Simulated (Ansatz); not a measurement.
# Relaxation of Mg

Theory: DFT r2SCAN, scalar-relativistic, plane waves, PAW (Ansatz). (500 eV cutoff, 16×16×16 k-mesh, Gaussian smearing of 0.10 eV, no spin polarisation)

What was changed in Al: Al → Mg on all its sites, cell and atoms relaxed.

Command:

```bash
ansatz run input.yaml --threads 1 --pin off --max-ram 2560MiB --backend cpu --events-out ev --progress --plain --runs-dir out
```

Input:

```yaml
crystal:
  lattice:
    - [0.0, 2.2122725257, 2.2122725257]
    - [2.2122725257, 0.0, 2.2122725257]
    - [2.2122725257, 2.2122725257, 0.0]
  atoms:
    - { symbol: Mg, position: [0.0, 0.0, 0.0] }
basis:
  ecutwfc: 500
kpoints:
  mp_grid: { grid: [16, 16, 16] }
hamiltonian:
  xc: r2scan
scf:
  occupations: { method: gaussian, width: 0.1 }
output:
  forces: true
  stress: true
  eigenvalues: true
relax:
  adjacent_minimum: "off"
  f_tol: 0.01
  max_steps: 60
  cell: { stress_tol: 0.1 }
```

F is the free energy. Steps run on the plane waves of an earlier cell, but the last one, and at times one on the way, on a freshly chosen basis, so a repeated geometry can differ a little in energy.

Steps:

| step | F − F(1) (eV) | largest force component (eV/Å) | V (Å³/atom) | P (GPa) |
| --- | --- | --- | --- | --- |
| 1 | 0.0000 | 0.000 | 21.654 | 2.05 |
| 2 | -0.0063 | 0.000 | 22.573 | 0.28 |
| 3 | -0.0065 | 0.000 | 22.723 | 0.02 |
| 4 | -0.0066 | 0.000 | 22.723 | 0.01 |

Relaxed structure:

```cif
data_structure
_symmetry_space_group_name_H-M 'P 1'
_symmetry_Int_Tables_number 1
_cell_length_a 3.1793
_cell_length_b 3.1793
_cell_length_c 3.1793
_cell_angle_alpha 60.000
_cell_angle_beta 60.000
_cell_angle_gamma 60.000
_cell_volume 22.72
loop_
_atom_site_label
_atom_site_type_symbol
_atom_site_fract_x
_atom_site_fract_y
_atom_site_fract_z
_atom_site_occupancy
Mg1 Mg 0.00000 0.00000 0.00000 1
```

The structure is cubic, space group Fm-3m (No. 225). The conventional cell has a = 4.496 Å, b = 4.496 Å, c = 4.496 Å, α = 90.00°, β = 90.00°, γ = 90.00°. Mg (site symmetry m-3m) is surrounded by 12 Mg at 3.18 Å.

The run converged. Time: 10 s on 1 thread of AMD EPYC 7R43 64-Core Processor (Zen 3) (shared host), peak memory 0.42 GiB.